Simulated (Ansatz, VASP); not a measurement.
# Cross-check of ZnS (Sphalerite) between VASP and Ansatz, part 2 of 2

Wanted: the spread between two codes on one cell, functional and k mesh. The cell is taken from a series of VASP runs on this material, whose earlier steps may have relaxed, scaled or displaced it; both programs get it as it stands.

VASP 6.6.1 and Ansatz 0.2.0.

So far. Step 2 (VASP: band structure, HSE06): The k-mesh is coarse for exact exchange; levels may shift by about 0.1 eV on a finer one.

## (3) Ansatz: band structure, HSE06

Level of this step: Ansatz beside VASP: Kohn-Sham DFT, plane waves, HSE06 (Ansatz).

Ansatz runs on its default PAW (the set named soft_2) files.

The same cell, functional, mesh and smearing now go to Ansatz, which takes its cutoff from its data sets.

File input.yaml:

```yaml
crystal:
  lattice:
    - [0.0, 2.70465, 2.70465]
    - [2.70465, 0.0, 2.70465]
    - [2.70465, 2.70465, 0.0]
  atoms:
    - { symbol: Zn, position: [0.0, 0.0, 0.0] }
    - { symbol: S, position: [0.75, 0.75, 0.75] }
hamiltonian:
  xc: { exchange: pbe, correlation: pbe, exx: { coeff: 0.25, omega: 0.2 } }
  pseudopotentials: { kind: paw }
kpoints:
  mp_grid: { grid: [5, 5, 5] }
  band_path:
    path:
      - [0.0, 0.0, 0.0]
      - [0.5, 0.0, 0.5]
      - [0.5, 0.22222, 0.72222]
      - [0.40278, 0.34722, 0.75]
      - [0.125, 0.125, 0.25]
      - [0.27778, 0.27778, 0.27778]
      - [0.55556, 0.38889, 0.55556]
      - [0.58333, 0.25, 0.66667]
      - [0.5, 0.30556, 0.69444]
      - [0.48611, 0.48611, 0.52778]
      - [0.625, 0.25, 0.625]
      - [0.5, 0.0, 0.5]
    npoints: 1
scf:
  occupations: { method: gaussian, width: 0.03 }
  n_extra_bands: 7
output:
  forces: true
  stress: true
  eigenvalues: true
```

Launch:

```bash
> ansatz run input.yaml --threads 4 --pin off --max-ram 9216MiB --backend cpu --events-out ev --progress --plain --runs-dir out
```

Numbers of over 12 decimals in the logs are rounded to 6 here.

Output:

```text
Warning: output.stress: scf.convergence.dr2_threshold = 1e-7 eV (the SCF's general default) is looser than the 2e-10 eV advised for a printed stress (1e-10 eV for each atom of the cell: 2). What an SCF threshold leaves in a stress goes as its square root, and in the free energy as the threshold itself, and one threshold admits the most on a small cell: [figures from the program's tests cut] Set scf.convergence.dr2_threshold to 2e-10 eV or tighter. The threshold is an SCF's pass mark: one that does not reach it within its budget of iterations ends unconverged, or closes short of it on a stop that the run arms, and scf.convergence.dr2_threshold's page says what that costs each kind of run
Warning: output.stress: scf.exx.energy_threshold = 1e-6 eV is looser than the 2e-8 eV advised for a stress under a hybrid functional (1e-8 eV for each atom of the cell: 2). Every SCF of the exchange loop can meet its threshold on dr2 while the loop round them stops early: no threshold on dr2 bounds what that leaves in the stress. Set scf.exx.energy_threshold to 2e-8 eV or tighter. The threshold is the loop's pass mark: a loop that does not reach it within its budget of cycles ends unconverged, and scf.exx.energy_threshold's page has the law
scf.n_extra_bands = 7 over 9 filled bands (N_el = 18.0): the run solves 16 bands
Engine: ansatz 0.2.0, aarch64-unknown-linux-gnu
Pseudopotentials: kind: paw
Pseudopotential: Zn, paw, valence charge 12, recommended cutoff 420 eV (normal), Zn.paw.azcp
Pseudopotential: S, paw, valence charge 6, recommended cutoff 420 eV (normal), S.paw.azcp
Functional definition: unnamed
  parameter a_1 = 0.25
  parameter omega_1 = 0.2/angstrom
  exchange = pbe_x + (-a_1)*pbe_x_sr(omega_1) + a_1*exact_x_sr(omega_1)
  correlation = pbe_c
Crystal: 2 atoms, lattice volume = 39.570 Å³
Basis set: ecut = 420 eV, 749 PW (Γ), exchange–correlation on 54×54×54 points (8 copies of the dense FFT grid, shifted against one another)
Bands: 16, of which v1, the nominal top of the filled ones, is band 9 counted from 1 (8 counted from 0)
Symmetry: 24 space group operations
Space group: F-43m (ITA 216), of the structure as read, at distance tolerance 3.4e-5 Å
k-points: 10 of 125 (time reversal used)
Non-local potential: Zn, projectors of the file, l = 0: 2, l = 1: 2, l = 2: 3, l = 3: 1
Non-local potential: S, projectors of the file, l = 0: 2, l = 1: 2, l = 2: 2
PAW form: soft (Blöchl's): semilocal exchange-correlation on the pseudo side does not see the compensation charge
PAW frozen core: Zn, regenerated for the run's functional, and the local potential with it (the file was generated under x = pbe(κ = 0.804, μ = 0.219515), c = pbe(β = 0.066725))
PAW frozen core: S, regenerated for the run's functional, and the local potential with it (the file was generated under x = pbe(κ = 0.804, μ = 0.219515), c = pbe(β = 0.066725))
PAW one-centre angular grid: Zn, 590 points (default); XC on 64 Gauss nodes
PAW one-centre angular grid: S, 110 points (default); XC on 64 Gauss nodes
Initial density: superposition of atomic densities (neutral atoms: chi_scale 0, normalization atom), corrected by the library's trained network
Initial wavefunctions: pseudopotential atomic-orbital guess
Functional: x = pbe(κ = 0.804, μ = 0.219515), c = pbe(β = 0.066725), warm-up for x = pbe(κ = 0.804, μ = 0.219515) + 0.25 (exact − pbe) at short range (hse, ω = 0.2 Å⁻¹), c = pbe(β = 0.066725)
SCF iter   1: F=—  HF=-4222.720580 eV  |F-HF|=—  |Δ(HF+E_count)|=         —  Δρ=1.70e-3  dr2=1.02e-3  ethr=1.77e-3  ⟨swp⟩=10.4  Hψ=849  notcnv=0
preconditioner: auto → none  [insulator: Δε(μ)=2.095 eV  Ē_g=14.772 eV  σ=0.030 eV  W_gap=1.00  n_scr=14 (ndim 8)  ℏωp=25.0 eV  f_vac=0.029  D(μ)=0.00/eV (n_scr^D=0)]
SCF iter   2: F=—  HF=-4222.720234 eV  |F-HF|=—  |Δ(HF+E_count)|=   3.46e-4  Δρ=1.41e-3  dr2=5.15e-4  ethr=5.67e-6  ⟨swp⟩=4.3  Hψ=509  notcnv=0  defer=1
iter 3 solved again at ethr=1.92e-8 eV; its pass at ethr=2.86e-6 eV (dr2=3.46e-6 eV) is discarded
SCF iter   3: F=-4222.720053 eV  HF=-4222.720018 eV  |F-HF|=3.49e-5  |Δ(HF+E_count)|=   2.16e-4  Δρ=1.66e-4  dr2=3.85e-6  ethr=1.92e-8  ⟨swp⟩=3.2  Hψ=641  notcnv=0
SCF 1 stopped early in 3 iterations: F = -4222.720053 eV  dr2 = 3.85e-6
  greatest PAW one-centre occupation: 0.983 electrons in one spin orbital (limit 2), on the Zn atom at site 0 (counted from 0), in its partial waves of l = 2
Initial density: handed on by an earlier stage of this run
Initial wavefunctions: those handed on with the density
Functional: x = pbe(κ = 0.804, μ = 0.219515) + 0.25 (exact − pbe) at short range (hse, ω = 0.2 Å⁻¹), c = pbe(β = 0.066725)
Exchange kernel: α = 0.2500, screened, ω = 0.2000 Å⁻¹, Wigner–Seitz truncation, v(0) = 1123.8868 eV·Å³, q-mesh 5×5×5, nearest image of the exchange supercell L = 19.12 Å, pair-density grid 15×15×15, without the augmentation charges, whose exchange is taken in its separable form by FFT convolution over the k-point mesh (sized by the pseudopotential files, 24×24×24 at the most), smooth part of the exact exchange by density-matrix convolution
Frozen-core exchange: fock
SCF iter   1: F=—  HF=-4223.425327 eV  |F-HF|=—  |Δ(HF+E_count)|=         —  Δρ=2.21e-2  dr2=1.00e-1  ethr=2.14e-7  ⟨swp⟩=8.5  Hψ=899  notcnv=0
preconditioner: auto → none  [insulator: Δε(μ)=3.320 eV  Ē_g=17.531 eV  σ=0.030 eV  W_gap=1.00  n_scr=14 (ndim 8)  ℏωp=25.0 eV  f_vac=0.029  D(μ)=0.00/eV (n_scr^D=0)]
SCF iter   2: F=—  HF=-4223.397800 eV  |F-HF|=—  |Δ(HF+E_count)|=   2.75e-2  Δρ=3.59e-3  dr2=6.94e-3  ethr=2.14e-7  ⟨swp⟩=5.0  Hψ=655  notcnv=0
SCF iter   3: F=—  HF=-4223.390965 eV  |F-HF|=—  |Δ(HF+E_count)|=   6.84e-3  Δρ=3.32e-3  dr2=2.85e-3  ethr=2.14e-7  ⟨swp⟩=4.9  Hψ=542  notcnv=0
SCF iter   4: F=—  HF=-4223.390842 eV  |F-HF|=—  |Δ(HF+E_count)|=   1.22e-4  Δρ=5.79e-4  dr2=1.25e-3  ethr=2.14e-7  ⟨swp⟩=4.0  Hψ=414  notcnv=0
SCF iter   5: F=—  HF=-4223.399873 eV  |F-HF|=—  |Δ(HF+E_count)|=   9.03e-3  Δρ=1.92e-3  dr2=7.56e-4  ethr=2.14e-7  ⟨swp⟩=4.6  Hψ=500  notcnv=0
SCF iter   6: F=—  HF=-4223.399603 eV  |F-HF|=—  |Δ(HF+E_count)|=   2.70e-4  Δρ=1.25e-4  dr2=2.09e-5  ethr=2.14e-7  ⟨swp⟩=4.0  Hψ=424  notcnv=0
SCF iter   7: F=—  HF=-4223.399712 eV  |F-HF|=—  |Δ(HF+E_count)|=   1.09e-4  Δρ=2.24e-4  dr2=1.13e-5  ethr=2.17e-8  ⟨swp⟩=4.2  Hψ=418  notcnv=0  defer=1
SCF iter   8: F=-4223.399709 eV  HF=-4223.399708 eV  |F-HF|=2.44e-7  |Δ(HF+E_count)|=   3.77e-6  Δρ=1.76e-5  dr2=7.27e-7  ethr=2.17e-8  ⟨swp⟩=3.0  Hψ=324  notcnv=0
SCF 2 stopped early in 8 iterations: F = -4223.399709 eV  dr2 = 7.27e-7
  greatest PAW one-centre occupation: 0.986 electrons in one spin orbital (limit 2), on the Zn atom at site 0 (counted from 0), in its partial waves of l = 2
hybrid outer 1: dexx = +9.657e-3 eV, tail = 3.63e-5 eV
Exchange kernel: α = 0.2500, screened, ω = 0.2000 Å⁻¹, Wigner–Seitz truncation, v(0) = 1123.8868 eV·Å³, q-mesh 5×5×5, nearest image of the exchange supercell L = 19.12 Å, pair-density grid 15×15×15, without the augmentation charges, whose exchange is taken in its separable form by FFT convolution over the k-point mesh (sized by the pseudopotential files, 24×24×24 at the most), smooth part of the exact exchange by density-matrix convolution
Frozen-core exchange: fock
SCF iter   1: F=—  HF=-4223.399156 eV  |F-HF|=—  |Δ(HF+E_count)|=         —  Δρ=1.07e-4  dr2=3.34e-6  ethr=1.01e-6  ⟨swp⟩=4.2  Hψ=373  notcnv=0
preconditioner: auto → none  [insulator: Δε(μ)=3.346 eV  Ē_g=17.239 eV  σ=0.030 eV  W_gap=1.00  n_scr=14 (ndim 8)  ℏωp=25.0 eV  f_vac=0.030  D(μ)=0.00/eV (n_scr^D=0)]
SCF iter   2: F=—  HF=-4223.399155 eV  |F-HF|=—  |Δ(HF+E_count)|=   5.38e-7  Δρ=1.32e-5  dr2=1.77e-7  ethr=1.48e-8  ⟨swp⟩=3.1  Hψ=330  notcnv=0
SCF iter   3: F=—  HF=-4223.399156 eV  |F-HF|=—  |Δ(HF+E_count)|=   9.28e-7  Δρ=1.81e-5  dr2=8.35e-8  ethr=1.43e-10  ⟨swp⟩=4.2  Hψ=498  notcnv=0  defer=1
SCF iter   4: F=-4223.399156 eV  HF=-4223.399156 eV  |F-HF|=1.17e-10  |Δ(HF+E_count)|=   2.94e-8  Δρ=1.19e-6  dr2=3.00e-9  ethr=1.43e-10  ⟨swp⟩=3.3  Hψ=341  notcnv=0
SCF 3 converged in 4 iterations: F = -4223.399156 eV  dr2 = 3.00e-9
  Residual-converged pass: ⟨swp⟩=3.0  Hψ=276  notcnv=0  max |occ|·‖R‖ = 2.4e-6 eV (tolerance 2.4e-6 eV)  dr2=3.00e-9  dr2_onsite=8.88e-11  max |Δocc| = 0.0e0
hybrid outer 2: dexx = +9.036e-7 eV, tail = 1.72e-8 eV, Δε = 3.14e-3 eV (about 8.28e-5 eV left of the loop's levels)
NSCF: frozen V_eff on 12 k-points
hybrid SCF converged: 2 outer / 12 inner (+3 warm-up), last move |dexx| = 9.04e-7 eV, tail = 1.72e-8 eV
Stability not checked: this state was not tested for a lower state beside it, because the functional holds exact exchange (a hybrid, or Hartree-Fock), whose exchange loop this test does not read (fock_operator; see scf.lower_state_search)
Free energy (F): -4223.399156 eV
Frozen-core exchange: fock
Harris-Foulkes:  -4223.399156 eV  (|F-HF|=1.17e-10)
Internal energy: -4223.399156 eV  (E = F + TS)
E sigma→0 (E₀):  -4223.399156 eV
Fermi energy:    6.678955 eV
--- Per-component energies (eV) ---
  E_band       = -27.840934
  E_kinetic    = 237.782507
  E_local      = -2053.043702  (includes V_loc(G=0)·N_el)
  E_nonlocal   = 647.332602
  E_hartree    = 863.359636
  E_xc         = -186.387799
  E_vxc        = -111.580043  (∫ρ·V_xc dr)
  E_exx        = -53.489277  (= α·E_x^exact, valence–valence)
  E_paw        = -2427.350525  (= ΣΔE_a)
  E_vpaw       = -368.072501  (= ΣTr[D̂ρ^β])
  E_aug_tail   = -0.000361  (compensation charges beyond the density's cutoff)
  E_ewald      = -1252.151240
  E_core_change = 0.549003  (= ΣΔE_core)
  E_smearing   = -0.000000  (= −TS)
  E_closure    = 0.000000  (closes the sum)
  Σ components = -4223.399156   (vs F -4223.399156, Δ=0.00e0)
--- Forces (eV/Å), atoms counted from 1 ---
  atom   1  Zn    -0.00000000     0.00000000     0.00000000
  atom   2  S      0.00000000    -0.00000000    -0.00000000
  max |Σ_I F_I| component: 5.55e-17 eV/Å
--- Stress (GPa, compression-positive) ---
        0.730023       0.000000      -0.000000
        0.000000       0.730023       0.000000
       -0.000000       0.000000       0.730023
  P = ⅓ Tr σ = 0.7300 GPa (7.300 kbar)
--- Band table (eV; the first three rows and the last of 10) ---
  k-point 0: bands = [... 5 lower, -2.4561, 5.0056, 5.0056, 5.0056, 8.3520, 12.7168, 12.7168, 12.7168, ... 3 higher]
  k-point 1: bands = [... 5 lower, -2.4575, 2.7323, 4.6581, 4.6581, 9.6505, 12.8375, 13.2540, 13.2540, ... 3 higher]
  k-point 2: bands = [... 5 lower, -2.4293, -0.0040, 4.1743, 4.1743, 9.6389, 13.2776, 13.2776, 14.8474, ... 3 higher]
  k-point 9: bands = [... 5 lower, -2.1401, 0.2993, 2.0153, 2.8600, 11.6208, 12.1350, 13.4695, 16.2821, ... 3 higher]
```

It took 16 s on 4 threads of Arm Neoverse V2, shared host; peak memory 0.75 GiB.

Reading the cycles: dr2 is the Hartree energy of the density residual (eV), the measure of convergence; HF is the Harris–Foulkes estimate of the energy, which meets the free energy F at convergence.

## (4) Comparison

Known differences besides the potentials themselves: exact exchange at q = 0 is treated differently, which shows on coarse meshes; VASP keeps PBE cores, Ansatz makes them for the functional; the cutoff is 420 eV in Ansatz and 350 eV in VASP; VASP takes a coarser grid for exact exchange (PRECFOCK = Fast). Total energies have different zeros and are not compared.

Compared:

```tsv
quantity	Ansatz	VASP	difference
gap over the path points (eV)	3.346	3.332	+0.015
```

Levels at points of the path, from each program's valence-band top (eV; 4 filled, then empty):

```tsv
k (reciprocal lattice)	Ansatz	VASP
0.000 0.000 0.000	-7.46 0.00 0.00 0.00 3.35 7.71 7.71	-7.39 0.00 0.00 0.00 3.33 7.70 7.70
0.500 0.000 0.500	-7.19 -4.97 -2.33 -2.33 4.41 5.29 12.54	-7.11 -4.98 -2.34 -2.34 4.40 5.28 12.55
0.500 0.222 0.722	-7.03 -4.81 -2.94 -2.82 6.66 7.42 9.42	-6.95 -4.82 -2.95 -2.84 6.66 7.41 9.42
0.403 0.347 0.750	-7.07 -4.86 -3.30 -1.99 5.41 7.31 10.50	-6.99 -4.88 -3.31 -2.00 5.40 7.31 10.52
0.125 0.125 0.250	-7.45 -2.10 -0.89 -0.21 5.00 7.36 8.20	-7.38 -2.10 -0.89 -0.21 4.98 7.36 8.19
0.278 0.278 0.278	-7.46 -3.46 -0.57 -0.57 4.76 8.38 8.38	-7.38 -3.46 -0.57 -0.57 4.75 8.38 8.38
0.556 0.389 0.556	-7.17 -5.31 -2.05 -1.23 5.61 7.47 9.06	-7.10 -5.32 -2.05 -1.24 5.60 7.47 9.07
0.583 0.250 0.667	-7.06 -4.85 -3.27 -2.09 5.59 7.33 10.26	-6.99 -4.87 -3.28 -2.10 5.58 7.32 10.28
0.500 0.306 0.694	-7.06 -4.84 -3.14 -2.30 6.72 7.40 8.87	-6.98 -4.85 -3.14 -2.31 6.72 7.39 8.87
0.486 0.486 0.528	-7.22 -5.55 -1.00 -0.93 4.67 8.10 8.26	-7.15 -5.57 -1.00 -0.94 4.66 8.10 8.26
```

Among the levels compared at these points, filled levels agree within 75 meV and empty ones within 24 meV.

## (5) What came out

* difference in gap over the path points (band structure, HSE06): 0.015 eV

**Reading.** The difference in gap over the path points is 0.015 eV (band structure, HSE06), within the 0.08 eV picked in this series as the mark of a large difference. Such differences can come from data sets, numerical settings and the points named under the comparisons, not from the functional's error against experiment.

[Lines on the potential files, build, host, timing and source positions are cut from VASP's logs without a mark.]

[Logs are printed without paths, hosts, clocks, repeated set-up lines and the standing remarks that a program may print on its own settings, such as how far it seeks lower states.]

[Hosts, paths, dates, database ids (printed as entryN), source tags and the programs' standing remarks are cut or masked in the printed files.]
